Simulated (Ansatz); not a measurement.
Computed properties of RbBr (zincblende)

All numbers come from the PAW code Ansatz. No magnetic order. The prototype was imposed, so other structures may be more stable.

Structure: RbBr (zincblende), at its r2SCAN minimum. The symmetry is F-43m (No. 216, cubic); a = 7.739 Å in the conventional setting, 57.94 Å³ an atom. Around Rb lie 4 Br at 3.35 Å; around Br lie 4 Rb at 3.35 Å.

Relaxed lattice by functional, symmetry kept:

| functional | k mesh | a (Å) | volume (Å³/atom) |
| --- | --- | --- | --- |
| PBE | 6×6×6 | 7.786 | 58.99 |
| r2SCAN | 6×6×6 | 7.739 | 57.94 |
| PBEsol | 6×6×6 | 7.631 | 55.54 |
| LDA | 6×6×6 | 7.456 | 51.82 |
| HSE06 | 4×4×4 | 7.746 | 58.11 |

Band edges at fixed r2SCAN geometry:
```
                                    level  k mesh  gap (eV)      kind         edges  least direct gap (eV)        rough cost
                                      LDA   6×6×6      3.81  indirect         X → Γ                   3.90    3 core-seconds
                                      PBE   6×6×6      4.07  indirect         X → Γ                   4.16    6 core-seconds
                                  PBE+SOC   6×6×6      3.94  indirect         X → Γ                   4.02   16 core-seconds
                                   r2SCAN   6×6×6      4.65  indirect         X → Γ                   4.73   12 core-seconds
                                  r2SCANh   4×4×4      5.27  indirect         X → Γ                   5.35  2.5 core-minutes
                                    HSE06   4×4×4      5.17  indirect         X → Γ                   5.26  110 core-seconds
                                HSE06+SOC   4×4×4      5.03  indirect         X → Γ                   5.10    6 core-minutes
                                 DDH-PBE0   4×4×4      7.75  indirect         X → Γ                   7.84  2.2 core-minutes
                                     PBE0   4×4×4      5.90  indirect         X → Γ                   5.99  100 core-seconds
                             Hartree-Fock   4×4×4     10.95  indirect         X → Γ                  11.04  2.2 core-minutes
G0W0@PBE (345 empty bands, 120 eV, 4×4×4)   4×4×4      6.83         –  X → Γ (mesh)                      –    3 core-minutes
```
PBE: smearing of 0.02 eV; the others have fixed occupations.
Wave cutoffs: 420 eV, 500 eV (r2SCAN, r2SCANh).
The G0W0 gap is PBE's gap over the path plus the quasiparticle shift read on the mesh. G0W0 values are finite-basis, finite-mesh values.
Costs come from shared machines and give only the order; PBE's includes the band path.

The HSE06 gap is indirect, 5.17 eV (X to Γ), below the direct gap of 5.26 eV at Γ. Spin-orbit coupling changes the PBE gap by -0.13 eV, to 3.94 eV; at Γ the threefold valence level splits into a fourfold and a twofold level 0.45 eV apart, the fourfold one on top. Spin-orbit coupling changes the HSE06 gap by -0.14 eV, to 5.03 eV; at Γ the threefold valence level splits into a fourfold and a twofold level 0.48 eV apart, the fourfold one on top.

r2SCAN covers 52 % of the step from PBE to HSE06, while HSE06 needs about 9 times r2SCAN's cost (on a coarser mesh). For gaps to 0.1 eV, spin-orbit coupling (up to 0.16 eV here) has to be included. Among these functionals the gap stays indirect.

r2SCAN (ground state on 6×6×6): ε∞: 1.95 in all directions. Born charges, averaged over directions: Rb +1.05, Br -1.05 e. PBE (ground state on 6×6×6): The electronic dielectric tensor ε∞ is 2.02 in all directions. Born charges, averaged over directions: Rb +1.06, Br -1.06 e.

On the PBEsol cell (a = 7.631 Å), with PBEsol: The optical mode at Γ lies at 93 cm⁻¹ without the longitudinal term. With the long-range field the highest mode reaches 120 cm⁻¹. The clamped-ion dielectric constant comes out as 2.06 in all directions. With the ions relaxed, ε⁰ is 3.4 in all directions. Born charges, averaged over directions: Rb +1.06, Br -1.06 e.

Only the levels marked +SOC include spin-orbit coupling.

The meshes of the hybrids are coarse, so their gaps aren't converged to the digits shown.
